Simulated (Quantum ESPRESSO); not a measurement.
Crystal: InP.

```xyz
2
Lattice="0.0000 2.9305 2.9305 2.9305 0.0000 2.9305 2.9305 2.9305 0.0000" Properties=species:S:1:pos:R:3 pbc="T T T"
In    0.0000    0.0000    0.0000
P     4.3957    4.3957    4.3957
```

```yaml
Program: Quantum ESPRESSO 7.5
Task: phonons
Functional: LDA
Potentials_or_basis: GBRV 1.5 LDA
Cutoff: 762 eV
Density_cutoff: 6095 eV
k_mesh: 6 × 6 × 6, shifted
Occupations: fermi-dirac, width 0.05 eV
Spin: no spin polarisation
Form_of_the_LDA_correlation: PZ81
Mixing_beta: 0.5
Most_SCF_iterations: 120
SCF_threshold: 4e-10 Ry
```

The cell and the atoms were relaxed first, to 24.65 Å³/atom (a = 4.116 Å, b = 4.116 Å, c = 4.116 Å, α = 60.00°, β = 60.00°, γ = 60.00°), and the response was taken there.

The first run showed a gap, so the response started from a second, tighter run with fixed occupations.

Where do the zone-centre optical modes lie?

T2 at 304 cm⁻¹ (IR and Raman). Polar modes are given without the macroscopic field (transverse values).

Optical modes at Γ, degenerate ones joined, polar ones without the macroscopic field:
```csv
cm⁻¹,components,symmetry,active in,"IR intensity, summed ((D/Å)²/amu)"
304,3,T2,IR and Raman,17.32
```

Zone-centre frequencies without and with the macroscopic field along z (cm⁻¹):
```
                optical modes in rising order
       without                    304 304 304
with the field                    304 304 337
```

Born effective charge tensors (e):
atom 1, In
```
2.47 0.00 0.00
0.00 2.47 0.00
0.00 0.00 2.47
```
atom 2, P
```
-2.48  0.00  0.00
 0.00 -2.48  0.00
 0.00  0.00 -2.48
```

Caveat: the mesh is thin for the dielectric tensor, Born charges and intensities, which usually come out too large.
